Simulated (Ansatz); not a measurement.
## Several inputs for TiO₂

Cell: a structure deposited in the COD, taken as it stands.

Space group Pbcn (No. 60); a = 4.5318, b = 5.5019, c = 4.9063 Å.

```csv
site,Wyckoff,site symmetry,x,y,z
Ti,4c,.2.,0.0000,0.1704,0.2500
O,8d,1,0.2716,0.3814,0.4142
```

One atom of each set is listed.

Reference run. Method: Kohn–Sham DFT in Ansatz, PBE, plane waves and PAW, scalar-relativistic, 420 eV cutoff, Γ-centred 5×4×4 k-points, Fermi–Dirac smearing 0.02 eV.

It gives V_zz (10²¹ V/m²) O -2.77 (η 0.52), Ti -2.14 (η 0.71). Each of these runs changes the input as listed (caps on SCF iterations aside):

A. basis.ecutwfc: not typed → 14.7 Ry
B. scf.occupations: {method: fermi_dirac, width: 0.02} → {method: fixed}

Problem. Which of these changes matter for the gradients?

Solution. 

```tsv
run	O V_zz (η)	Ti V_zz (η)	largest change of a gradient tensor, all atoms	note
A	-1.77 (0.82)	1.38 (0.68)	1.02	converged; cutoff below the recommended one; on Ti the largest value lies along another axis
B	-2.77 (0.52)	-2.14 (0.71)	0.00	converged
```

Run A moves them most, on O (V_zz from -2.77 to -1.77); against its own size the tensor moves most on Ti among sites above 0.3 (by 0.98, V_zz from -2.14 to 1.38). Run B holds fixed occupations, which suit only a cell with a gap, which doesn't reach the result here.

On the reference run: At this cell the PBE pressure is 6 GPa, so with PBE the cell would grow if it were relaxed. The values hang on the deposited positions: relaxing the atoms moves V_zz on Ti from -2.14 to 2.83.
